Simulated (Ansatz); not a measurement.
Ti$_{3}$SiC$_{2}$:
```
Ti3SiC2
1.0
    3.06762     0.00000     0.00000
   -1.53381     2.65664     0.00000
    0.00000     0.00000    17.67619
Ti Si C
6 2 4
Direct
  0.66667   0.33333   0.36481
  0.33333   0.66667   0.63519
  0.33333   0.66667   0.86481
  0.66667   0.33333   0.13519
  0.00000   0.00000   0.50000
  0.00000   0.00000   0.00000
  0.00000   0.00000   0.75000
  0.00000   0.00000   0.25000
  0.33333   0.66667   0.42749
  0.66667   0.33333   0.57251
  0.66667   0.33333   0.92749
  0.33333   0.66667   0.07251
```

Relaxed with r²SCAN.

**Question.** Decompose the optical modes at the zone centre into irreducible representations, and say which are infrared and Raman allowed.

**Answer.** Point group 6/mmm: Γ_opt = 2A1g + 3A2u + 3B1g + 3B2u + 2E1g + 3E1u + 3E2g + 3E2u. Infrared: A2u, E1u. Raman: A1g, E1g, E2g.

**Question.** Assign frequencies (DFPT, r²SCAN in the plane-wave PAW code Ansatz).

**Answer.** E2u 92, E2g 132, B2u 137, E1g 192, E1u 198, B1g 206, E2g 227, E2u 274, E1u 276, A1g 282, A2u 338, B1g 385, B2u 409, A2u 442, B2u 564, A2u 571, E1u 613, E2u 613, E1g 616, E2g 616, B1g 678, A1g 682 cm⁻¹.

Subscripts of B labels follow the axes of the standard setting.

Space group P6_3/mmc. Symmetry was held in the r²SCAN relaxation; of distortions, only those at the zone centre were tested. No spin polarisation was allowed. As this level gives no gap, phonon frequencies hold no LO–TO term and depend on the k-mesh and smearing (Fermi–Dirac, 0.1 eV here).

Potentials: the earlier of the program's two PAW sets.
